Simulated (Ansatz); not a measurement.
# PbSe (Clausthalite): how the settings move a single-point run

Question: which choices in the input matter for PbSe (Clausthalite)?

Program: Ansatz 0.2.0. Level of theory: reference: DFT, HSE06, plane waves, PAW. These are calculated values, not measurements.

4 further runs of the same task are left out: 1 for a known fault of the program, 2 that didn't finish, 1 set aside as unsound or not needed.

**1. Starting point**

Symmetry: Fm-3m, No. 225, cubic system. Conventional cell: a = 6.139 Å, b = 6.139 Å, c = 6.139 Å, α = 90.00°, β = 90.00°, γ = 90.00°. Around Pb (site symmetry m-3m) lie 6 Se at 3.07 Å. Se (site symmetry m-3m) is surrounded by 6 Pb at 3.07 Å.

Structure file:

```
CELL_PARAMETERS angstrom
0.00000 3.06969 3.06969
3.06969 0.00000 3.06969
3.06969 3.06969 0.00000
ATOMIC_POSITIONS crystal
Pb 0.00000 0.00000 0.00000
Se 0.50000 0.50000 0.50000
```

**2. Reference**

Contents of input.yaml:

```yaml
crystal:
  lattice:
    - [0.0, 3.0696893639, 3.0696893639]
    - [3.0696893639, 0.0, 3.0696893639]
    - [3.0696893639, 3.0696893639, 0.0]
  atoms:
    - { symbol: Pb, position: [0.0, 0.0, 0.0] }
    - { symbol: Se, position: [0.5, 0.5, 0.5] }
kpoints:
  mp_grid: { grid: [4, 4, 4] }
hamiltonian:
  xc: hse06
scf:
  occupations: { method: fixed }
  n_extra_bands: 4
output:
  forces: true
  stress: true
  eigenvalues: true
  write_density: true
  write_potential: true
  elf: true
  volumetric_format: npy
```

On the command line:

```sh
> ansatz run input.yaml --threads 4 --pin off --max-ram 3686MiB --backend cpu --events-out ev --progress --plain --runs-dir out
```

**3. Changing settings: exchange pbe, correlation pbe, coeff 1.0, omega 0.3**

Changes to input.yaml since step 2:

```diff
@@ -11,3 +11,3 @@
 hamiltonian:
-  xc: hse06
+  xc: { exchange: pbe, correlation: pbe, exx: { coeff: 1.0, omega: 0.3 } }
 scf:
@@ -19,5 +19 @@
   eigenvalues: true
-  write_density: true
-  write_potential: true
-  elf: true
-  volumetric_format: npy
```

**4. Changing settings: exchange pbe, correlation pbe, coeff 0.15, omega 0.2078**

Changes to input.yaml since step 2:

```diff
@@ -11,3 +11,6 @@
 hamiltonian:
-  xc: hse06
+  xc:
+    exchange: pbe
+    correlation: pbe
+    exx: { coeff: 0.15, omega: 0.2078 }
 scf:
@@ -19,5 +22 @@
   eigenvalues: true
-  write_density: true
-  write_potential: true
-  elf: true
-  volumetric_format: npy
```

**5. Changed: exchange pbe, correlation pbe, coeff 0.35**

Changes to input.yaml since step 2:

```diff
@@ -11,3 +11,3 @@
 hamiltonian:
-  xc: hse06
+  xc: { exchange: pbe, correlation: pbe, exx: { coeff: 0.35 } }
 scf:
@@ -19,5 +19 @@
   eigenvalues: true
-  write_density: true
-  write_potential: true
-  elf: true
-  volumetric_format: npy
```

**6. Changing settings: occupations.method gaussian, occupations.width 0.05**

Changes to input.yaml since step 2:

```diff
@@ -13,3 +13,3 @@
 scf:
-  occupations: { method: fixed }
+  occupations: { method: gaussian, width: 0.05 }
   n_extra_bands: 4
@@ -19,5 +19 @@
   eigenvalues: true
-  write_density: true
-  write_potential: true
-  elf: true
-  volumetric_format: npy
```

**7. Variant: occupations.method gaussian, occupations.width 0.5**

Changes to input.yaml since step 2:

```diff
@@ -13,3 +13,3 @@
 scf:
-  occupations: { method: fixed }
+  occupations: { method: gaussian, width: 0.5 }
   n_extra_bands: 4
@@ -19,5 +19 @@
   eigenvalues: true
-  write_density: true
-  write_potential: true
-  elf: true
-  volumetric_format: npy
```

Q: Predict the outcome of this session. Wanted: for each run, ending; energy change; pressure; gap; force.

**Answer**, as computed:

| run | ending | energy change | pressure (GPa) | gap (eV) | force (eV/Å) | cycles | time |
| --- | --- | --- | --- | --- | --- | --- | --- |
| reference | converged | 0 | 0.9 | 0.73 | 0.00 | 14 | 41 s |
| 1: exchange pbe, correlation pbe, coeff 1.0, omega 0.3 | converged | not comparable | -1.3 | 1.68 | 0.00 | 21 | 51 s |
| 2: exchange pbe, correlation pbe, coeff 0.15, omega 0.2078 | converged | not comparable | 1.3 | 0.55 | 0.00 | 12 | 40 s |
| 3: exchange pbe, correlation pbe, coeff 0.35 | converged | not comparable | 0.5 | 1.75 | 0.00 | 17 | 45 s |
| 4: occupations.method gaussian, occupations.width 0.05 | converged | 0.0 meV/atom (σ→0) | 0.9 | 0.73 | 0.00 | - | 38 s |
| 5: occupations.method gaussian, occupations.width 0.5 | converged | +1.8 meV/atom (σ→0) | 0.6 | 0.71 | 0.00 | - | 46 s |

Times don't compare one to one where runs were asked for different outputs or read a saved state (see the inputs); cycles may leave out searches for a lower state.

Residual by cycle in the longest SCF loop of each run; runs are numbered as in the table. The quantity is the density residual dr2, in eV.

```csv
cycle,reference,run 1,run 2,run 3,run 4,run 5
1,0.0172,0.132,0.00691,0.0266,0.0174,0.00123
2,0.00357,0.0562,0.00151,0.00718,0.0036,2.8e-4
3,9.2e-4,0.0199,2.3e-4,0.00272,9.1e-4,4.8e-5
4,2.8e-4,0.00524,5.8e-5,4.5e-4,2.7e-4,5.8e-6
5,1.2e-5,0.0017,1.6e-6,2.0e-4,1.1e-5,8.2e-7
6,2.4e-6,2.1e-4,4.9e-7,1.1e-5,2.4e-6,9.3e-8
7,-,-,-,-,-,3.4e-9
8,-,-,-,-,-,3.0e-10
```

Of the converged runs whose energies compare with the reference's, «occupations.method gaussian, occupations.width 0.5» moves the energy most (+1.8 meV/atom) and «occupations.method gaussian, occupations.width 0.05» least (0.0 meV/atom). The gap of the reference lacks spin-orbit coupling, though the cell holds Pb.
